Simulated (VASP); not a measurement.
## In3P4: single point with PBE

Crystal: In3P4.

```
In P
1.0
     5.43315    0.00000    0.00000
     0.00000    5.43315    0.00000
     0.00000    0.00000    5.43315
In P
3 4
Cartesian
  2.7166 2.7166 0.0000
  0.0000 2.7166 2.7166
  2.7166 0.0000 2.7166
  2.7166 2.7166 2.7166
  2.7166 0.0000 0.0000
  0.0000 2.7166 0.0000
  0.0000 0.0000 2.7166
```

The cell was built by a generator and needn't be a form met in nature.

The cell isn't the ideal one: species swapped into the W3N4 type (Pm-3m, No. 221).

```yaml
Program: VASP 6.6.1
Task: single point
Functional: PBE
Potentials_or_basis: VASP PAW PBE potentials, release 64 (In_d, P)
Cutoff: 520 eV
k_mesh: 4 × 4 × 4
Occupations: gaussian, width 0.1 eV
Spin: no spin polarisation
Dipole_correction: no
Further_INCAR_settings: ALGO = Normal; EDIFF = 1e-06; NBANDS = 38
```

| Property | Result |
| --- | --- |
| Pressure | 0.0 GPa |
| Band gap on the k mesh | none (metal or under the smearing width) |

Levels at points of the mesh, in eV from the Fermi level:
```
           k point  band 27  band 28  band 29  band 30  band 31  band 32  band 33  band 34
(0.00, 0.00, 0.00)    -2.47    -1.61    -1.61    -1.61     0.05     0.40     0.40     0.40
(0.50, 0.00, 0.00)    -1.60    -1.60    -1.15    -0.16    -0.16     1.59     1.82     2.55
(0.50, 0.50, 0.00)    -0.86    -0.18    -0.07    -0.07     0.40     2.38     2.94     2.94
(0.50, 0.50, 0.50)     0.12     0.12     0.12     0.75     0.75     2.60     2.87     2.87
```

Run time: 48 s on 1 thread of Intel(R) Xeon(R) Platinum 8259CL CPU @ 2.50GHz (Skylake/Cascade Lake), with other jobs on the host, peak memory 0.25 GiB.
